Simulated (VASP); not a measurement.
# InAs (F-43m) in VASP: further runs

InAs is run at these levels: r2SCAN+rVV10; tasks: single point.

Everything below comes from runs of VASP 6.6.1. Logs are shortened: lines on timing, memory, paths and dates and some standing lists are left out, and cuts for length are marked.

**The experiment to reproduce.**

A printed reference work, data compilation reports, for a bulk crystal of InAs at 4.2 K: band gap 0.418 eV (direct).

How close the calculation comes is told below.

## Step 1: The cell of the first run

The structure is cubic, space group F-43m (No. 216). Conventional cell: a = 6.062 Å, b = 6.062 Å, c = 6.062 Å, α = 90.00°, β = 90.00°, γ = 90.00°. Within 3.5 Å of In (site symmetry -43m) lie 4 As at 2.62 Å. Within 3.5 Å of As (site symmetry -43m) lie 4 In at 2.62 Å.

## Step 2: Single point, r2SCAN+rVV10

Contents of POSCAR:

```
InAs
1.0
    0.0000000000      3.0309720431      3.0309720431
    3.0309720431      0.0000000000      3.0309720431
    3.0309720431      3.0309720431      0.0000000000
In As
1 1
Direct
    0.0000000000      0.0000000000      0.0000000000
    0.7500000000      0.7500000000      0.7500000000
```

Contents of INCAR.step1:

```
PREC = Accurate
ENCUT = 520
ISMEAR = 0
SIGMA = 0.05
LREAL = F
LASPH = T
NELM = 100
NBANDS = 16
GGA = PE
ALGO = Normal
EDIFF = 1E-4
LWAVE = T
LCHARG = F
```

Contents of INCAR.step2:

```
PREC = Accurate
ENCUT = 520
EDIFF = 1E-7
ISMEAR = 0
SIGMA = 0.05
LREAL = F
LASPH = T
NELM = 100
ALGO = Normal
ISIF = 2
LWAVE = F
LCHARG = T
METAGGA = R2SCAN
LMIXTAU = T
LUSE_VDW = T
IVDW_NL = 2
BPARAM = 11.95
CPARAM = 0.0093
LELF = T
LVHAR = T
NBANDS = 16
ISTART = 1
```

Contents of KPOINTS:

```
Automatic mesh
0
Gamma
  6 6 6
```

Potentials or basis: VASP PAW PBE potentials, release 64 (In_d, As).

Launch:

```sh
$ cat potpaw_PBE.64/In_d/POTCAR potpaw_PBE.64/As/POTCAR > POTCAR
$ cp INCAR.step1 INCAR
$ mpirun -np 1 vasp_std > vasp.out
$ cp INCAR.step2 INCAR
$ mpirun -np 1 vasp_std > vasp.out
```

OUTCAR:

```text
PREC = Accurate
   ENCUT = 520
   EDIFF = 1E-7
   ISMEAR = 0
   LREAL = F
   LASPH = T
   NELM = 100
   ISIF = 2
   METAGGA = R2SCAN
   IVDW_NL = 2
   BPARAM = 11.95
   ISTART = 1

 ion  position               nearest neighbor table
   1  0.000  0.000  0.000-   2 2.62   2 2.62   2 2.62   2 2.62
   2  0.750  0.750  0.750-   1 2.62   1 2.62   1 2.62   1 2.62

  LATTYP: Found a face centered cubic cell.
 ALAT       =     6.0619440862

  Lattice vectors:

 A1 = (   0.0000000000,   3.0309720431,   3.0309720431)
 A2 = (   3.0309720431,   0.0000000000,   3.0309720431)
 A3 = (   3.0309720431,   3.0309720431,   0.0000000000)

Analysis of symmetry for initial positions (statically):
=====================================================================
 Subroutine PRICEL returns:
 Original cell was already a primitive cell.

 Routine SETGRP: Setting up the symmetry group for a
 face centered cubic supercell.

 Subroutine GETGRP returns: Found 24 space group operations
 (whereof 24 operations were pure point group operations)
 out of a pool of 48 trial point group operations.

The static configuration has the point symmetry T_d .

Analysis of symmetry for dynamics (positions and initial velocities):
=====================================================================
 Subroutine PRICEL returns:
 Original cell was already a primitive cell.

 Routine SETGRP: Setting up the symmetry group for a
 face centered cubic supercell.

 Subroutine GETGRP returns: Found 24 space group operations
 (whereof 24 operations were pure point group operations)
 out of a pool of 48 trial point group operations.

The dynamic configuration has the point symmetry T_d .

 Subroutine INISYM returns: Found 24 space group operations
 (whereof 24 operations are pure point group operations),
 and found     1 'primitive' translations

----------------------------------------------------------------------------------------

                                     Primitive cell

  volume of cell :      55.6898

  direct lattice vectors                    reciprocal lattice vectors
     0.000000000  3.030972043  3.030972043    -0.164963580  0.164963580  0.164963580
     3.030972043  0.000000000  3.030972043     0.164963580 -0.164963580  0.164963580
     3.030972043  3.030972043  0.000000000     0.164963580  0.164963580 -0.164963580

  length of vectors
     4.286441771  4.286441771  4.286441771     0.285725302  0.285725302  0.285725302

  position of ions in fractional coordinates (direct lattice)
     0.000000000  0.000000000  0.000000000
     0.750000000  0.750000000  0.750000000

  ion indices of the primitive-cell ions
   primitive index   ion index
                 1           1
                 2           2

----------------------------------------------------------------------------------------

 KPOINTS: Automatic mesh

Automatic generation of k-mesh.
 Grid dimensions read from file:
 generate k-points for:    6    6    6

 Generating k-lattice:

  Cartesian coordinates                     Fractional coordinates (reciprocal lattice)
    -0.027493930  0.027493930  0.027493930     0.166666667  0.000000000  0.000000000
     0.027493930 -0.027493930  0.027493930     0.000000000  0.166666667  0.000000000
     0.027493930  0.027493930 -0.027493930     0.000000000  0.000000000  0.166666667

  Length of vectors
     0.047620884  0.047620884  0.047620884

  Shift w.r.t. Gamma in fractional coordinates (k-lattice)
     0.000000000  0.000000000  0.000000000

 Subroutine IBZKPT returns following result:
 ===========================================

 Found     16 irreducible k-points:

 Following reciprocal coordinates:
            Coordinates               Weight
  0.000000  0.000000  0.000000      1.000000
  0.166667  0.000000  0.000000      8.000000
  0.333333  0.000000  0.000000      8.000000
  0.500000  0.000000  0.000000      4.000000
  0.166667  0.166667  0.000000      6.000000
  0.333333  0.166667  0.000000     24.000000
[... 8 lines left out ...]
 -0.333333  0.333333  0.166667     24.000000
 -0.333333  0.500000  0.166667     12.000000
   k-points           NKPTS =     16   k-points in BZ     NKDIM =     16   number of bands    NBANDS=     16
   number of dos      NEDOS =    301   number of ions     NIONS =      2
   total plane-waves  NPLWV =  32768
   dimension x,y,z NGX =    32 NGY =   32 NGZ =   32
   dimension x,y,z NGXF=    64 NGYF=   64 NGZF=   64
   ions per type =               1   1
   NGX,Y,Z   is equivalent  to a cutoff of  12.41, 12.41, 12.41 a.u.
   NGXF,Y,Z  is equivalent  to a cutoff of  24.82, 24.82, 24.82 a.u.
 SYSTEM =  unknown system
   PREC   = accura    normal or accurate (medium, high low for compatibility)
   ISTART =      1    job   : 0-new  1-cont  2-samecut
   ICHARG =      0    charge: 1-file 2-atom 10-const
   ISPIN  =      1    spin polarized calculation?
   LNONCOLLINEAR =      F non collinear calculations
   LSORBIT =      F    spin-orbit coupling
   LASPH  =      T    aspherical Exc in radial PAW
   ENCUT  =  520.0 eV  38.22 Ry    6.18 a.u.   7.97  7.97  7.97*2*pi/ulx,y,z
   NELM   =    100;   NELMIN=  2; NELMDL=  0     # of ELM steps
   EDIFF  = 0.1E-06   stopping-criterion for ELM
   LREAL  =      F    real-space projection
   EDIFFG = 0.1E-05   stopping-criterion for IOM
   NSW    =      0    number of steps for IOM
   IBRION =     -1    ionic relax: 0-MD 1-quasi-New 2-CG
   NFREE  =      0    steps in history (QN), initial steepest desc. (CG)
   ISIF   =      2    stress and relaxation
   ISYM   =      2    0-nonsym 1-usesym 2-fastsym
   POTIM  = 0.5000    time-step for ionic-motion
   TEBEG  =    0.0;   TEEND  =   0.0 temperature during run
   PSTRESS=    0.0 pullay stress
   NELECT =      18.0000    total number of electrons
   NUPDOWN=      -1.0000    fix difference up-down
   EMIN   =  10.00;   EMAX   =-10.00  energy-range for DOS
   EFERMI =   0.00;   METHOD = LEGACY
   ISMEAR =     0;   SIGMA  =   0.05  broadening in eV -4-tet -1-fermi 0-gaus
   EFERMI_NEDOS =   21; number of points for ismear=-14 and -15
   IALGO  =     38    algorithm
   IMIX   =      4    mixing-type and parameters
     AMIX     =   0.40;   BMIX     =  1.00
     AMIX_MAG =   1.60;   BMIX_MAG =  1.00
  volume/ion in A,a.u.               =      27.84       187.91
  Fermi-wavevector in a.u.,A,eV,Ry     =   1.123502  2.123110 17.174037  1.262256
  Thomas-Fermi vector in A             =   2.260168
   LORBIT       =      0    0 simple, 1 ext, 2 COOP (PROOUT), +10 PAW based schemes
   METAGGA = R2SCAN    functional components
   LHFCALC =     F    Hartree Fock is set to
   AEXX    =    0.0000 exact exchange contribution
   IVDW_NL    =     2    kernel type
   BPARAM     =11.9500
   IVDW    =     0    specifies the selected vdW correction
   LEPSILON=     F    determine dielectric tensor
   LRPA    =     F    only Hartree local field effects (RPA)
 non-spin polarized calculation
 Gauss-broadening in eV      SIGMA  =   0.05
  energy-cutoff  :      520.00
  volume of cell :       55.69
 maximum number of plane-waves:      1524
   NGX = 15   NGY = 15   NGZ = 15

 number of electron      17.9999990 magnetization

 Free energy of the ion-electron system (eV)
  ---------------------------------------------------
  ext. energy  EPLUGINS =         0.00000000
  ---------------------------------------------------
  free energy    TOTEN  =       -37.51811757 eV

  energy without entropy =      -37.51810157  energy(sigma->0) =      -37.51810957

 E-fermi :   4.2915     XC(G=0):  -9.6843

 val. band max:        4.1936133653   @ k =   0.0000   0.0000   0.0000
 cond. band min:       4.3759759498   @ k =   0.0000   0.0000   0.0000
 fundamental gap:      0.1823625846
 Fermi energy:         4.2915026962

 k-point     1 :       0.0000    0.0000    0.0000
  band No.  band energies     occupation
      1     -10.6345      2.00000
      2     -10.6345      2.00000
      3     -10.6345      2.00000
      4     -10.4896      2.00000
      5     -10.4896      2.00000
      6      -8.0645      2.00000
[... 8 lines left out ...]
     15      14.3258      0.00000
     16      14.3258      0.00000

 k-point     2 :       0.1667    0.0000    0.0000
  band No.  band energies     occupation
      1     -10.6711      2.00000
      2     -10.6241      2.00000
      3     -10.6241      2.00000
      4     -10.4896      2.00000
      5     -10.4896      2.00000
      6      -7.7694      2.00000
[... 8 lines left out ...]
     15      13.2199      0.00000
     16      13.2281      0.00000

 k-point     3 :       0.3333    0.0000    0.0000
  band No.  band energies     occupation
      1     -10.7368      2.00000
      2     -10.6066      2.00000
      3     -10.6066      2.00000
      4     -10.4860      2.00000
      5     -10.4860      2.00000
      6      -7.0385      2.00000
[... 8 lines left out ...]
     15      13.7413      0.00000
     16      13.7413      0.00000

 k-point     4 :       0.5000    0.0000    0.0000
  band No.  band energies     occupation
      1     -10.7669      2.00000
      2     -10.5998      2.00000
      3     -10.5998      2.00000
      4     -10.4820      2.00000
      5     -10.4820      2.00000
      6      -6.5358      2.00000
[... 8 lines left out ...]
     15      15.5228      0.00000
     16      15.5228      0.00000

 k-point     5 :       0.1667    0.1667    0.0000
  band No.  band energies     occupation
      1     -10.6926      2.00000
      2     -10.6137      2.00000
      3     -10.6137      2.00000
      4     -10.4979      2.00000
      5     -10.4836      2.00000
      6      -7.6724      2.00000
[... 8 lines left out ...]
     15      14.1332      0.00000
     16      14.6389      0.00000

 k-point     6 :       0.3333    0.1667    0.0000
  band No.  band energies     occupation
      1     -10.7449      2.00000
      2     -10.5982      2.00000
      3     -10.5941      2.00000
      4     -10.5019      2.00000
      5     -10.4788      2.00000
      6      -7.0794      2.00000
[... 8 lines left out ...]
     15      14.7524      0.00000
     16      14.8288      0.00000

 k-point     7 :       0.5000    0.1667    0.0000
  band No.  band energies     occupation
      1     -10.7771      2.00000
      2     -10.5922      2.00000
      3     -10.5858      2.00000
      4     -10.4944      2.00000
      5     -10.4793      2.00000
      6      -6.4253      2.00000
[... 8 lines left out ...]
     15      15.1807      0.00000
     16      15.6233      0.00000

 k-point     8 :      -0.3333    0.1667    0.0000
  band No.  band energies     occupation
      1     -10.7651      2.00000
      2     -10.5945      2.00000
      3     -10.5929      2.00000
      4     -10.4889      2.00000
      5     -10.4860      2.00000
      6      -6.6025      2.00000
[... 8 lines left out ...]
     15      14.0781      0.00000
     16      15.4667      0.00000

 k-point     9 :      -0.1667    0.1667    0.0000
  band No.  band energies     occupation
      1     -10.7168      2.00000
      2     -10.6122      2.00000
      3     -10.6058      2.00000
      4     -10.4939      2.00000
      5     -10.4852      2.00000
      6      -7.3235      2.00000
[... 8 lines left out ...]
     15      13.8385      0.00000
     16      14.8039      0.00000

 k-point    10 :       0.3333    0.3333    0.0000
  band No.  band energies     occupation
      1     -10.7880      2.00000
      2     -10.5706      2.00000
      3     -10.5705      2.00000
      4     -10.5180      2.00000
      5     -10.4715      2.00000
      6      -6.6917      2.00000
[... 8 lines left out ...]
     15      15.5025      0.00000
     16      17.1024      0.00000

 k-point    11 :       0.5000    0.3333    0.0000
  band No.  band energies     occupation
      1     -10.8095      2.00000
      2     -10.5658      2.00000
      3     -10.5597      2.00000
      4     -10.5172      2.00000
      5     -10.4714      2.00000
      6      -6.1510      2.00000
[... 8 lines left out ...]
     15      15.9868      0.00000
     16      16.7105      0.00000

 k-point    12 :      -0.3333    0.3333    0.0000
  band No.  band energies     occupation
      1     -10.7957      2.00000
      2     -10.5800      2.00000
      3     -10.5690      2.00000
      4     -10.5016      2.00000
      5     -10.4821      2.00000
      6      -6.1019      2.00000
[... 8 lines left out ...]
     15      13.8777      0.00000
     16      17.5245      0.00000

 k-point    13 :       0.5000    0.5000    0.0000
  band No.  band energies     occupation
      1     -10.8291      2.00000
      2     -10.5483      2.00000
      3     -10.5483      2.00000
      4     -10.5290      2.00000
      5     -10.4655      2.00000
      6      -5.9750      2.00000
[... 8 lines left out ...]
     15      16.2297      0.00000
     16      16.9650      0.00000

 k-point    14 :       0.5000    0.3333    0.1667
  band No.  band energies     occupation
      1     -10.7815      2.00000
      2     -10.5865      2.00000
      3     -10.5741      2.00000
      4     -10.5053      2.00000
      5     -10.4777      2.00000
      6      -6.4865      2.00000
[... 8 lines left out ...]
     15      15.3745      0.00000
     16      16.7769      0.00000

 k-point    15 :      -0.3333    0.3333    0.1667
  band No.  band energies     occupation
      1     -10.7951      2.00000
      2     -10.5854      2.00000
      3     -10.5650      2.00000
      4     -10.5014      2.00000
      5     -10.4815      2.00000
      6      -6.1014      2.00000
[... 8 lines left out ...]
     15      15.6198      0.00000
     16      16.5582      0.00000

 k-point    16 :      -0.3333    0.5000    0.1667
  band No.  band energies     occupation
      1     -10.8121      2.00000
      2     -10.5718      2.00000
      3     -10.5531      2.00000
      4     -10.5134      2.00000
      5     -10.4753      2.00000
      6      -5.9357      2.00000
[... 8 lines left out ...]
     15      16.3917      0.00000
     16      16.6648      0.00000

------------------------ aborting loop because EDIFF is reached ----------------------------------------

  FORCE on cell =-STRESS in cart. coord.  units (eV):
  Direction    XX          YY          ZZ          XY          YZ          ZX
  --------------------------------------------------------------------------------------
  -------------------------------------------------------------------------------------
  Total        0.2543791      0.2543791      0.2543791      0.0000000      0.0000000      0.0000000
  in kB        7.3184002      7.3184002      7.3184002      0.0000000      0.0000000      0.0000000
  external PRESSURE =       7.3184002 kB  Pullay stress =       0.0000000 kB

 VOLUME and BASIS-vectors are now :
 -----------------------------------------------------------------------------
  energy-cutoff  :      520.00
  volume of cell :       55.69
      direct lattice vectors                 reciprocal lattice vectors
     0.000000000  3.030972043  3.030972043    -0.164963580  0.164963580  0.164963580
     3.030972043  0.000000000  3.030972043     0.164963580 -0.164963580  0.164963580
     3.030972043  3.030972043  0.000000000     0.164963580  0.164963580 -0.164963580

 POSITION                                       TOTAL-FORCE (eV/Angst)
 -----------------------------------------------------------------------------------
      0.00000      0.00000      0.00000        -0.000000     -0.000000     -0.000000
      4.54646      4.54646      4.54646         0.000000      0.000000      0.000000
 -----------------------------------------------------------------------------------
    total drift:                                0.000003      0.000003      0.000003

  FREE ENERGIE OF THE ION-ELECTRON SYSTEM (eV)
  ---------------------------------------------------
  free  energy   TOTEN  =       -37.5181175730 eV

  energy  without entropy=      -37.5181015702  energy(sigma->0) =      -37.51810957
```

Wall time 64 s (1 thread of Intel Xeon 6975P-C (Granite Rapids), shared host); peak memory 0.32 GiB.

What came out:

```
Free energy            : -37.5181 eV
Pressure               : 0.7 GPa
Band gap on the k mesh : 0.18 eV, direct
```

Caveat: the PAW data sets were made with another functional, which shifts forces and pressure a little; spin-orbit coupling is left out, which moves the levels of the heavy elements.

## Step 3: Single point, r2SCAN+rVV10

This run uses another cell than the first one, of 28.12 Å³/atom, 1.010 times its volume.

Contents of POSCAR:

```
InAs
1.0
    0.0000000000      3.0407471684      3.0407471684
    3.0407471684      0.0000000000      3.0407471684
    3.0407471684      3.0407471684      0.0000000000
In As
1 1
Direct
    0.0000000000      0.0000000000      0.0000000000
    0.7500000000      0.7500000000      0.7500000000
```

Contents of INCAR.step1:

```
SYSTEM = InAs
PREC     = Accurate       ! precision mode
ENCUT    = 520            ! plane-wave cutoff, eV
ISMEAR   = 0              ! smearing method
SIGMA    = 0.05           ! smearing width, eV
LREAL    = .FALSE.        ! projectors in reciprocal space
LASPH    = .TRUE.         ! aspherical terms in the spheres
NELM     = 100            ! most SCF steps
NBANDS   = 16             ! bands
GGA      = PE             ! functional
ALGO     = Normal         ! electronic algorithm
EDIFF    = 1E-4           ! SCF threshold, eV
LWAVE    = .TRUE.         ! write WAVECAR
LCHARG   = .FALSE.        ! write CHGCAR
```

Contents of INCAR.step2:

```
SYSTEM = InAs
PREC     = Accurate       ! precision mode
ENCUT    = 520            ! plane-wave cutoff, eV
EDIFF    = 1E-7           ! SCF threshold, eV
ISMEAR   = 0              ! smearing method
SIGMA    = 0.05           ! smearing width, eV
LREAL    = .FALSE.        ! projectors in reciprocal space
LASPH    = .TRUE.         ! aspherical terms in the spheres
NELM     = 100            ! most SCF steps
ALGO     = Normal         ! electronic algorithm
ISIF     = 2              ! what is computed and relaxed
LWAVE    = .FALSE.        ! write WAVECAR
LCHARG   = .FALSE.        ! write CHGCAR
METAGGA  = R2SCAN         ! meta-GGA
LMIXTAU  = .TRUE.       
LUSE_VDW = .TRUE.       
IVDW_NL  = 2            
BPARAM   = 11.95        
CPARAM   = 0.0093       
NBANDS   = 16             ! bands
ISTART   = 1
```

Contents of KPOINTS:

```
Automatic mesh
0
G
  6 6 6
  0 0 0
```

Potentials or basis: VASP PAW PBE potentials, release 64 (In_d, As).

Launch:

```sh
$ cat potpaw_PBE.64/In_d/POTCAR potpaw_PBE.64/As/POTCAR > POTCAR
$ cp INCAR.step1 INCAR
$ mpirun -np 1 vasp_std > vasp.out
$ cp INCAR.step2 INCAR
$ mpirun -np 1 vasp_std > vasp.out
```

It took 66 s on 1 thread of Intel Xeon 6975P-C (Granite Rapids), shared host; peak memory 0.32 GiB.

The run converged. Its results:

```yaml
Free_energy: -37.5197 eV
Pressure: 0.1 GPa
Band_gap_on_the_k_mesh: 0.13 eV, direct
```

Levels at points of the mesh, in eV from the valence-band top:
| k point | band 6 | band 7 | band 8 | band 9 | band 10 | band 11 | band 12 | band 13 |
| --- | --- | --- | --- | --- | --- | --- | --- | --- |
| (0.00, 0.00, 0.00) | -12.19 | 0.00 | 0.00 | 0.00 | 0.13 | 4.24 | 4.24 | 4.24 |
| (0.50, 0.00, 0.00) | -10.70 | -5.81 | -0.99 | -0.99 | 1.25 | 5.00 | 5.00 | 7.17 |
| (0.50, 0.50, 0.00) | -10.15 | -5.87 | -2.35 | -2.35 | 1.78 | 2.31 | 9.66 | 9.81 |

Caveat: the PAW data sets were made with another functional, which shifts forces and pressure a little; spin-orbit coupling is left out, which moves the levels of the heavy elements.

(Part 1 of 2 ends here.)
